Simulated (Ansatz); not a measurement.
The system is Si.

```xyz
2
Lattice="0.0000 2.7219 2.7219 2.7219 0.0000 2.7219 2.7219 2.7219 0.0000" Properties=species:S:1:pos:R:3 pbc="T T T"
Si    2.7219    2.7219    2.7219
Si    4.0828    4.0828    4.0828
```

A run of Ansatz 0.2.0 on this cell left the log below. Logs are shortened: lines on timing, memory, paths and dates and some standing lists are left out, and cuts for length are marked.

```text
Warning: RAYON_NUM_THREADS=2 ignored (pool sized by the plan → 2); use --threads N
Engine: ansatz 0.2.0, x86_64-unknown-linux-gnu
Pseudopotentials: kind: paw
Pseudopotential: Si, paw, valence charge 4, recommended cutoff 420 eV (normal), Si.paw.azcp
Functional definition: PBEsol
  exchange = pbesol_x
  correlation = pbesol_c
Crystal: 2 atoms, lattice volume = 40.330 Å³
Basis set: ecut = 420 eV, 749 PW (Γ), exchange–correlation on 54×54×54 points (8 copies of the dense FFT grid, shifted against one another)
Bands: 8, of which v1, the nominal top of the filled ones, is band 4 counted from 1 (3 counted from 0)
Symmetry: 48 space group operations
Space group: Fd-3m (ITA 227), of the structure as read, at distance tolerance 3.4e-5 Å
k-points: 16 of 216
Non-local potential: Si, projectors of the file, l = 0: 2, l = 1: 2, l = 2: 2
PAW form: soft (Blöchl's): semilocal exchange-correlation on the pseudo side does not see the compensation charge
PAW frozen core: Si, regenerated for the run's functional, and the local potential with it (the file was generated under x = pbe(κ = 0.804, μ = 0.2195149727645171), c = pbe(β = 0.06672455060314922))
PAW one-centre angular grid: Si, 110 points (default); XC on 64 Gauss nodes
Initial density: superposition of atomic densities (neutral atoms: chi_scale 0, normalization atom), corrected by the library's trained network
Initial wavefunctions: pseudopotential atomic-orbital guess
Functional: x = pbesol(κ = 0.804, μ = 0.12345679012345678), c = pbesol(β = 0.046)
SCF iter   1: F=—  HF=-1242.959354 eV  |F-HF|=—  |Δ(HF+E_count)|=         —  Δρ=2.48e-3  dr2=2.73e-3  ethr=1.77e-3  ⟨swp⟩=4.3  Hψ=927  notcnv=0  defer=24
preconditioner: auto → none  [insulator: Δε(μ)=0.585 eV  Ē_g=9.390 eV  n_scr=8 (ndim 8)  ℏωp=16.5 eV  f_vac=0.000  ε∞_Penn≈4.1]
SCF iter   2: F=—  HF=-1242.959094 eV  |F-HF|=—  |Δ(HF+E_count)|=   2.60e-4  Δρ=9.63e-4  dr2=3.38e-4  ethr=3.41e-5  ⟨swp⟩=1.8  Hψ=289  notcnv=0  defer=27
SCF iter   3: F=—  HF=-1242.959088 eV  |F-HF|=—  |Δ(HF+E_count)|=   5.88e-6  Δρ=1.55e-4  dr2=5.61e-6  ethr=4.22e-6  ⟨swp⟩=2.0  Hψ=191  notcnv=0  defer=24
SCF iter   4: F=—  HF=-1242.959084 eV  |F-HF|=—  |Δ(HF+E_count)|=   3.98e-6  Δρ=1.29e-5  dr2=4.88e-8  ethr=7.01e-8  ⟨swp⟩=1.9  Hψ=177  notcnv=0  defer=7
SCF iter   5: F=—  HF=-1242.959083 eV  |F-HF|=—  |Δ(HF+E_count)|=   1.36e-6  Δρ=3.20e-6  dr2=2.24e-9  ethr=6.10e-10  ⟨swp⟩=2.0  Hψ=184  notcnv=0  defer=6
[... 115 lines left out ...]
  E_smearing   = -0.000000  (= −TS)
  E_closure    = 0.000000  (closes the sum)
  Σ components = -1242.959083   (vs F -1242.959083, Δ=0.00e0)
--- Forces (eV/Å), atoms counted from 1 ---
  atom   1  Si    -0.00000000    -0.00000000     0.00000000
  atom   2  Si     0.00000000    -0.00000000    -0.00000000
  max |Σ_I F_I| component: 6.48e-17 eV/Å
--- Stress (GPa, compression-positive) ---
       -0.441909      -0.000000      -0.000000
       -0.000000      -0.441909       0.000000
        0.000000      -0.000000      -0.441909
  P = ⅓ Tr σ = -0.4419 GPa (-4.419 kbar)
--- Band table (eV; the first three rows and the last of 16) ---
  k-point 0: bands = ["-5.8255", "6.1153", "6.1153", "6.1153", "8.6284", "8.6284", "8.6284", "9.3443"]
  k-point 1: bands = ["-5.4652", "3.7210", "5.6631", "5.6631", "8.3780", "9.2754", "9.2754", "11.4485"]
  k-point 2: bands = ["-4.4512", "0.7706", "5.1146", "5.1146", "7.7781", "9.5624", "9.5624", "13.7930"]
  k-point 15: bands = ["-1.5700", "-1.5700", "2.4497", "2.4497", "8.7713", "8.7713", "12.7849", "12.7849"]
--- Elastic constants: 2 strain directions × 2 members + reference (group order 48) ---
  dense FFT box of the reference and of every strained cell: 27×27×27
  strains applied: 11, 23; error gains: componentwise 1.00 (the most a stress slope's error grows in a printed constant), spectral 1.73 (1 for all six strains in a standard setting)
  C = ∂σ_k/∂η_j (tension-positive GPa; Voigt order 11 22 33 23 13 12):
       154.872     60.837     60.837      0.000      0.000     -0.000
        60.837    154.872     60.837     -0.000      0.000      0.000
        60.837     60.837    154.872      0.000     -0.000     -0.000
         0.000     -0.000     -0.000     73.291     -0.000     -0.000
        -0.000      0.000      0.000      0.000     73.291      0.000
        -0.000      0.000     -0.000     -0.000     -0.000     73.291
  reference stress σ⁰ (GPa):      0.442      0.442      0.442     -0.000     -0.000      0.000
  C* (energy form; C + prestress term) asymmetry max|C*_kj − C*_jk| = 7.105e-15 GPa — a small one proves nothing (zero by symmetry where the batch's group is 432, −43m or m−3m); a large one is finite-difference/SCF noise where every solve meets its electron count
  moduli (Voigt/Reuss/Hill, GPa): K = 92.18/92.18/92.18   G = 62.78/59.90/61.34   E = 150.62   ν = 0.228
  mechanically stable: yes (min eigenvalue of sym C = 73.29 GPa)
  strain η (Voigt 11):  stress-route row diagonal C_11 = 154.87 GPa, energy-path curvature d²(F+E_count+ΔE)/dδ²/Ω₀ = 155.00 GPa
         δ    σ_11 (GPa)             F (eV)   n_scf  n_hpsi   n_pw
    -2.000e-3       0.1314       -1242.9592361       6    4186    797   relax 0 steps, max|allowed force component| 6.94e-18 eV/Å
     2.000e-3       0.7509       -1242.9587983       5    4096    803   relax 0 steps, max|allowed force component| 6.94e-18 eV/Å
  strain η (Voigt 23):  stress-route row diagonal C_44 = 73.29 GPa, energy-path curvature d²(F+E_count+ΔE)/dδ²/Ω₀ = 73.17 GPa
         δ    σ_23 (GPa)             F (eV)   n_scf  n_hpsi   n_pw
    -2.000e-3      -0.1466       -1242.9590574       6    6176    797   relax 3 steps, max|allowed force component| 8.43e-8 eV/Å
     2.000e-3       0.1466       -1242.9590574       7    6520    797   relax 2 steps, max|allowed force component| 3.57e-7 eV/Å
```

Write the input and the command behind it.

Elastic constants with PBEsol, no spin polarisation. The files as run (others can give the same):

input.yaml
```yaml
crystal:
  lattice:
    - [0.0, 2.7218511865, 2.7218511865]
    - [2.7218511865, 0.0, 2.7218511865]
    - [2.7218511865, 2.7218511865, 0.0]
  atoms:
    - { symbol: Si, position: [0.5, 0.5, 0.5] }
    - { symbol: Si, position: [0.75, 0.75, 0.75] }
hamiltonian:
  xc: pbesol
  pseudopotentials: { kind: paw }
kpoints:
  mp_grid: { grid: [6, 6, 6] }
scf:
  occupations: { method: fixed }
output:
  forces: true
  stress: true
elastic:
  mode: relaxed_ion
  stencil: two_point
```

Potentials or basis: Ansatz PAW.
Run with:
```sh
$ ansatz run input.yaml --threads 2 --pin off --max-ram 5632MiB --backend cpu --events-out ev --progress --plain --runs-dir out
```

Caveat: the PAW data sets come from PBE, with cores solved anew for the run's functional, which leaves a small shift of forces and pressure.
